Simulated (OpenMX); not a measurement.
Runs of OpenMX 3.8.5 on ZnO (zincite). Symmetry: P6_3mc, No. 186, hexagonal system. Conventional cell: a = 3.249 Å, b = 3.249 Å, c = 5.206 Å, α = 90.00°, β = 90.00°, γ = 120.00°. Zn (site symmetry 3m) is surrounded by 4 O at 1.97 to 1.98 Å. O (site symmetry 3m) has 4 Zn at 1.97 to 1.98 Å as nearest neighbours. 

| task | level | potentials or basis | max SCF cycles | grid points, held for all volumes | gap on the mesh (eV) | pressure (GPa) | V0 of scaled cells (Å³/atom) | B0 (GPa) | largest force (eV/Å) |
| --- | --- | --- | --- | --- | --- | --- | --- | --- | --- |
| band structure | LDA | OpenMX 2013 LDA set, Zn6.0H-s3p2d2, O6.0-s2p2d1, grid cutoff 500 Ry | 100 | - | (d) | (a) | - | - | 0.03 |
| equation of state | PBE | OpenMX 2013 PBE set, Zn6.0H-s3p2d2, O6.0-s2p2d1, fixed grid of 36 × 36 × 70 points | - | 36 × 36 × 70 | - | - | 12.49 | 127 | - |
| band structure | PBE | OpenMX 2013 PBE set, Zn6.0H-s3p2d2f1, O6.0-s3p2d2, grid cutoff 500 Ry | 100 | - | 0.99 | 6.8 | - | - | 0.05 |
| band structure | PBE | OpenMX 2013 PBE set, Zn6.0H-s3p2d2, O6.0-s2p2d1, grid cutoff 500 Ry | 100 | - | 1.26 | (c) | - | - | 0.04 |
| equation of state | LDA | OpenMX 2013 LDA set, Zn6.0H-s3p2d2, O6.0-s2p2d1, fixed grid of 36 × 36 × 70 points | - | 36 × 36 × 70 | - | - | (b) | 162 | - |

Alike in all rows: no spin polarisation; cell as given; k mesh 9 × 9 × 5; smearing fermi-dirac 0.05 eV.

Q: Estimate the missing entries.

A: (a) -5.8; (b) 11.43; (c) 7.1; (d) 1.20.

Caveats: the basis of atomic orbitals isn't converged, which shifts pressures, moduli and gaps; volumes in these bases differ from converged ones by about 1 %, for some elements by several (some runs); the cell was scaled at fixed shape and fractional positions, which overstates the stiffness of a crystal with free parameters, most of all of layers and chains (some runs).

A k mesh can miss the band edges.

Not every run made on this cell is shown here.
